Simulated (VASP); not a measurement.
# Ga (Fd-3m) in VASP: notebook, part 3 of 3

VASP 6.6.1.

**5. Single point, revPBE**

This run uses another cell than the first one, of 29.44 Å³/atom, 1.120 times its volume.

Contents of INCAR:

```
SYSTEM = Ga
ALGO     = Normal         ! electronic algorithm
EDIFF    = 1E-7           ! SCF threshold, eV
ENCUT    = 520            ! plane-wave cutoff, eV
GGA      = RE             ! functional
ISIF     = 2              ! what is computed and relaxed
ISMEAR   = -1             ! smearing method
LASPH    = .True.         ! aspherical terms in the spheres
LCHARG   = .True.         ! write CHGCAR
LELF     = .True.         ! ELF
LREAL    = .False.        ! projectors in reciprocal space
LVHAR    = .True.       
LWAVE    = .False.        ! write WAVECAR
NBANDS   = 20             ! bands
NELM     = 100            ! most SCF steps
PREC     = Accurate       ! precision mode
SIGMA    = 0.1            ! smearing width, eV
```

Contents of KPOINTS:

```
k-points
0
Gamma
  10 10 10
  0 0 0
```

Contents of POSCAR:

```
Ga
1.0
    0.0000000000      3.0877279139      3.0877279139
    3.0877279139      0.0000000000      3.0877279139
    3.0877279139      3.0877279139      0.0000000000
Ga
2
Direct
    0.1250000000      0.1250000000      0.1250000000
    0.8750000000      0.8750000000      0.8750000000
```

Potentials or basis: VASP PAW PBE potentials, release 64 (Ga_d).

On the command line:

```sh
$ cat potpaw_PBE.64/Ga_d/POTCAR > POTCAR
$ mpirun -np 1 vasp_std > vasp.out
```

OUTCAR:

```text
SYSTEM = Ga
   EDIFF = 1E-7
   ENCUT = 520
   GGA = RE
   ISIF = 2
   ISMEAR = -1
   LASPH = .True.
   LREAL = .False.
   NELM = 100
   PREC = Accurate

 ion  position               nearest neighbor table
   1  0.125  0.125  0.125-   2 2.67   2 2.67   2 2.67   2 2.67
   2  0.875  0.875  0.875-   1 2.67   1 2.67   1 2.67   1 2.67

  LATTYP: Found a face centered cubic cell.
 ALAT       =     6.1754558278

  Lattice vectors:

 A1 = (   0.0000000000,   3.0877279139,   3.0877279139)
 A2 = (   3.0877279139,   0.0000000000,   3.0877279139)
 A3 = (   3.0877279139,   3.0877279139,   0.0000000000)

Analysis of symmetry for initial positions (statically):
=====================================================================
 Subroutine PRICEL returns:
 Original cell was already a primitive cell.

 Routine SETGRP: Setting up the symmetry group for a
 face centered cubic supercell.

 Subroutine GETGRP returns: Found 48 space group operations
 (whereof 12 operations were pure point group operations)
 out of a pool of 48 trial point group operations.

The static configuration has the point symmetry D_3d.
 The point group associated with its full space group is O_h .

Analysis of symmetry for dynamics (positions and initial velocities):
=====================================================================
 Subroutine PRICEL returns:
 Original cell was already a primitive cell.

 Routine SETGRP: Setting up the symmetry group for a
 face centered cubic supercell.

 Subroutine GETGRP returns: Found 48 space group operations
 (whereof 12 operations were pure point group operations)
 out of a pool of 48 trial point group operations.

The dynamic configuration has the point symmetry D_3d.
 The point group associated with its full space group is O_h .

 Subroutine INISYM returns: Found 48 space group operations
 (whereof 12 operations are pure point group operations),
 and found     1 'primitive' translations

----------------------------------------------------------------------------------------

                                     Primitive cell

  volume of cell :      58.8772

  direct lattice vectors                    reciprocal lattice vectors
     0.000000000  3.087727914  3.087727914    -0.161931366  0.161931366  0.161931366
     3.087727914  0.000000000  3.087727914     0.161931366 -0.161931366  0.161931366
     3.087727914  3.087727914  0.000000000     0.161931366  0.161931366 -0.161931366

  length of vectors
     4.366706693  4.366706693  4.366706693     0.280473354  0.280473354  0.280473354

  position of ions in fractional coordinates (direct lattice)
     0.125000000  0.125000000  0.125000000
     0.875000000  0.875000000  0.875000000

  ion indices of the primitive-cell ions
   primitive index   ion index
                 1           1
                 2           2

----------------------------------------------------------------------------------------

 KPOINTS: k-points

Automatic generation of k-mesh.
 Grid dimensions read from file:
 generate k-points for:   10   10   10

 Generating k-lattice:

  Cartesian coordinates                     Fractional coordinates (reciprocal lattice)
    -0.016193137  0.016193137  0.016193137     0.100000000  0.000000000  0.000000000
     0.016193137 -0.016193137  0.016193137     0.000000000  0.100000000  0.000000000
     0.016193137  0.016193137 -0.016193137     0.000000000  0.000000000  0.100000000

  Length of vectors
     0.028047335  0.028047335  0.028047335

  Shift w.r.t. Gamma in fractional coordinates (k-lattice)
     0.000000000  0.000000000  0.000000000

 Subroutine IBZKPT returns following result:
 ===========================================

 Found     47 irreducible k-points:

 Following reciprocal coordinates:
            Coordinates               Weight
  0.000000  0.000000  0.000000      1.000000
  0.100000  0.000000  0.000000      8.000000
  0.200000  0.000000  0.000000      8.000000
  0.300000  0.000000  0.000000      8.000000
  0.400000  0.000000  0.000000      8.000000
  0.500000  0.000000  0.000000      4.000000
[... 16 lines left out ...]
  0.300000  0.300000  0.000000      6.000000
  0.400000  0.300000  0.000000     24.000000
 [... further k-points ...]
   k-points           NKPTS =     47   k-points in BZ     NKDIM =     47   number of bands    NBANDS=     20
   number of dos      NEDOS =    301   number of ions     NIONS =      2
   total plane-waves  NPLWV =  32768
   dimension x,y,z NGX =    32 NGY =   32 NGZ =   32
   dimension x,y,z NGXF=    64 NGYF=   64 NGZF=   64
   ions per type =               2
   NGX,Y,Z   is equivalent  to a cutoff of  12.18, 12.18, 12.18 a.u.
   NGXF,Y,Z  is equivalent  to a cutoff of  24.37, 24.37, 24.37 a.u.
 SYSTEM =  Ga
   PREC   = accura    normal or accurate (medium, high low for compatibility)
   ISTART =      0    job   : 0-new  1-cont  2-samecut
   ICHARG =      2    charge: 1-file 2-atom 10-const
   ISPIN  =      1    spin polarized calculation?
   LNONCOLLINEAR =      F non collinear calculations
   LSORBIT =      F    spin-orbit coupling
   LASPH  =      T    aspherical Exc in radial PAW
   ENCUT  =  520.0 eV  38.22 Ry    6.18 a.u.   8.12  8.12  8.12*2*pi/ulx,y,z
   NELM   =    100;   NELMIN=  2; NELMDL= -5     # of ELM steps
   EDIFF  = 0.1E-06   stopping-criterion for ELM
   LREAL  =      F    real-space projection
   EDIFFG = 0.1E-05   stopping-criterion for IOM
   NSW    =      0    number of steps for IOM
   IBRION =     -1    ionic relax: 0-MD 1-quasi-New 2-CG
   NFREE  =      0    steps in history (QN), initial steepest desc. (CG)
   ISIF   =      2    stress and relaxation
   ISYM   =      2    0-nonsym 1-usesym 2-fastsym
   POTIM  = 0.5000    time-step for ionic-motion
   TEBEG  =    0.0;   TEEND  =   0.0 temperature during run
   PSTRESS=    0.0 pullay stress
   NELECT =      26.0000    total number of electrons
   NUPDOWN=      -1.0000    fix difference up-down
   EMIN   =  10.00;   EMAX   =-10.00  energy-range for DOS
   EFERMI =   0.00;   METHOD = LEGACY
   ISMEAR =    -1;   SIGMA  =   0.10  broadening in eV -4-tet -1-fermi 0-gaus
   EFERMI_NEDOS =   21; number of points for ismear=-14 and -15
   IALGO  =     38    algorithm
   IMIX   =      4    mixing-type and parameters
     AMIX     =   0.40;   BMIX     =  1.00
     AMIX_MAG =   1.60;   BMIX_MAG =  1.00
  volume/ion in A,a.u.               =      29.44       198.66
  Fermi-wavevector in a.u.,A,eV,Ry     =   1.246666  2.355858 21.145864  1.554177
  Thomas-Fermi vector in A             =   2.380833
   LORBIT       =      0    0 simple, 1 ext, 2 COOP (PROOUT), +10 PAW based schemes
   GGA     = RE    functional components
   LHFCALC =     F    Hartree Fock is set to
   AEXX    =    0.0000 exact exchange contribution
   IVDW    =     0    specifies the selected vdW correction
   LEPSILON=     F    determine dielectric tensor
   LRPA    =     F    only Hartree local field effects (RPA)
 non-spin polarized calculation
  energy-cutoff  :      520.00
  volume of cell :       58.88
 maximum number of plane-waves:      1604
   NGX = 17   NGY = 17   NGZ = 17

 number of electron      26.0000009 magnetization

 Free energy of the ion-electron system (eV)
  ---------------------------------------------------
  ext. energy  EPLUGINS =         0.00000000
  ---------------------------------------------------
  free energy    TOTEN  =        -4.66445238 eV

  energy without entropy =       -4.61655025  energy(sigma->0) =       -4.64050132

 E-fermi :   1.8490     XC(G=0):  -8.5355

 val. band max:        1.8397959106   @ k =   0.4000   0.3000   0.0000
 cond. band min:       1.8809180781   @ k =   0.5000   0.3000   0.1000
 fundamental gap:      0.0411221675
 Fermi energy:         1.8490231691

 k-point     1 :       0.0000    0.0000    0.0000
  band No.  band energies     occupation
      1     -12.9063      2.00000
      2     -12.9063      2.00000
      3     -12.9063      2.00000
      4     -12.8756      2.00000
      5     -12.8756      2.00000
      6     -12.6583      2.00000
[... 12 lines left out ...]
     19       8.8559      0.00000
     20      12.0446      0.00000

 k-point     2 :       0.1000    0.0000    0.0000
  band No.  band energies     occupation
      1     -12.9131      2.00000
      2     -12.9131      2.00000
      3     -12.9049      2.00000
      4     -12.8662      2.00000
      5     -12.8662      2.00000
      6     -12.6641      2.00000
[... 498 lines left out ...]
 k-point    24 :       0.4000    0.3000    0.0000
  band No.  band energies     occupation
      1     -12.9397      2.00000
      2     -12.9319      2.00000
      3     -12.8985      2.00000
      4     -12.8058      2.00000
      5     -12.7934      2.00000
      6     -12.7604      2.00000
[... 12 lines left out ...]
     19      12.1239      0.00000
     20      13.6288      0.00000

 [... further k-points ...]
[... 5 lines left out ...]
  --------------------------------------------------------------------------------------
  -------------------------------------------------------------------------------------
  Total       -0.9565720     -0.9565720     -0.9565720     -0.0000000     -0.0000000      0.0000000
  in kB      -26.0304200    -26.0304200    -26.0304200     -0.0000000     -0.0000000      0.0000000
  external PRESSURE =     -26.0304200 kB  Pullay stress =       0.0000000 kB

 VOLUME and BASIS-vectors are now :
 -----------------------------------------------------------------------------
  energy-cutoff  :      520.00
  volume of cell :       58.88
      direct lattice vectors                 reciprocal lattice vectors
     0.000000000  3.087727914  3.087727914    -0.161931366  0.161931366  0.161931366
     3.087727914  0.000000000  3.087727914     0.161931366 -0.161931366  0.161931366
     3.087727914  3.087727914  0.000000000     0.161931366  0.161931366 -0.161931366

 POSITION                                       TOTAL-FORCE (eV/Angst)
 -----------------------------------------------------------------------------------
      0.77193      0.77193      0.77193        -0.000000     -0.000000      0.000000
      5.40352      5.40352      5.40352         0.000000      0.000000     -0.000000
 -----------------------------------------------------------------------------------
    total drift:                                0.000000      0.000000     -0.000000

  FREE ENERGIE OF THE ION-ELECTRON SYSTEM (eV)
  ---------------------------------------------------
  free  energy   TOTEN  =        -4.6644523823 eV

  energy  without entropy=       -4.6165502492  energy(sigma->0) =       -4.64050132
```

Run time: 37 s. Hardware: 1 thread of Intel Xeon Platinum 8259CL at 2.50GHz (Skylake/Cascade Lake), shared host; peak memory 0.2 GiB.

Results:

* Free energy: -4.6645 eV
* Pressure: -2.6 GPa
* Band gap on the k mesh: none (metal or under the smearing width)

Levels at points of the mesh, in eV from the Fermi level:
```csv
k point,band 9,band 10,band 11,band 12,band 13,band 14,band 15,band 16,band 17,band 18
"(0.00, 0.00, 0.00)",-14.48,-14.48,-8.64,1.98,2.32,2.32,2.32,4.33,4.33,4.33
"(0.50, 0.00, 0.00)",-14.46,-14.46,-6.83,-4.30,1.08,1.08,2.13,5.29,5.29,7.75
"(0.50, 0.50, 0.00)",-14.44,-14.44,-5.33,-5.33,-0.40,-0.40,2.59,2.59,10.27,10.27
```

Caveat: the PAW data sets were made with another functional, which shifts forces and pressure a little.

**6. Overview**

```csv
cell,k mesh,gap on the mesh (eV),pressure (GPa)
"Fd-3m, 26.28 Å³/atom",15 × 15 × 15,none,0.1
"Fd-3m, 23.13 Å³/atom",10 × 10 × 10,none,5.8
"Fd-3m, 26.28 Å³/atom",10 × 10 × 10,none,0.1
"Fd-3m, 29.44 Å³/atom",10 × 10 × 10,none,-2.6
```

Alike in all rows: task single point; level revPBE; potentials or basis VASP PAW PBE potentials, release 64 (Ga_d); no spin polarisation; cutoff (eV) 520; smearing fermi-dirac 0.1 eV.

Every run on the cell as given and a fine mesh finds a metal.

Caveats: the PAW data sets were made with another functional, which shifts forces and pressure a little.

Total energies depend on the potentials used, so only differences within one code and one set of settings carry meaning.
